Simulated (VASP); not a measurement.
Input of a VASP 6.6.1 run:

File INCAR:

```
SYSTEM = Nb
PREC     = Accurate       ! precision mode
ENCUT    = 600            ! plane-wave cutoff, eV
EDIFF    = 1E-6           ! SCF threshold, eV
ISMEAR   = 1              ! smearing method
SIGMA    = 0.1            ! smearing width, eV
LREAL    = .False.        ! projectors in reciprocal space
LASPH    = .True.         ! aspherical terms in the spheres
NELM     = 60             ! most SCF steps
ALGO     = Normal         ! electronic algorithm
ISIF     = 3              ! what is computed and relaxed
LWAVE    = .False.        ! write WAVECAR
LCHARG   = .False.        ! write CHGCAR
METAGGA  = R2SCAN         ! meta-GGA
LMIXTAU  = .True.       
IBRION   = 2              ! ionic algorithm
NSW      = 60             ! ionic steps
EDIFFG   = -0.01          ! ionic threshold
```

The input KPOINTS:

```
regular mesh
0
Gamma
  11 11 11
  0 0 0
```

POSCAR

```
Nb
1.0
   -1.6639500000      1.6639500000      1.6639500000
    1.6639500000     -1.6639500000      1.6639500000
    1.6639500000      1.6639500000     -1.6639500000
Nb
1
Direct
    0.0000000000      0.0000000000      0.0000000000
```

Potentials or basis: VASP PAW PBE potentials, release 64 (Nb_sv).

The run is started by

```console
$ cat potpaw_PBE.64/Nb_sv/POTCAR > POTCAR
$ mpirun -np 1 vasp_std > vasp.out
```

(1) What does it give for the relaxed cell?

(2) Estimate the relaxed volume.

(3) Predict the space group after relaxing (to 0.05 Å).

Answers

(1) a = 2.865 Å, b = 2.865 Å, c = 2.865 Å, α = 109.47°, β = 109.47°, γ = 109.47°.

(2) 18.10 Å³/atom.

(3) Im-3m (No. 229).

Caveat: the PAW data sets were made with another functional, which shifts forces and pressure a little.
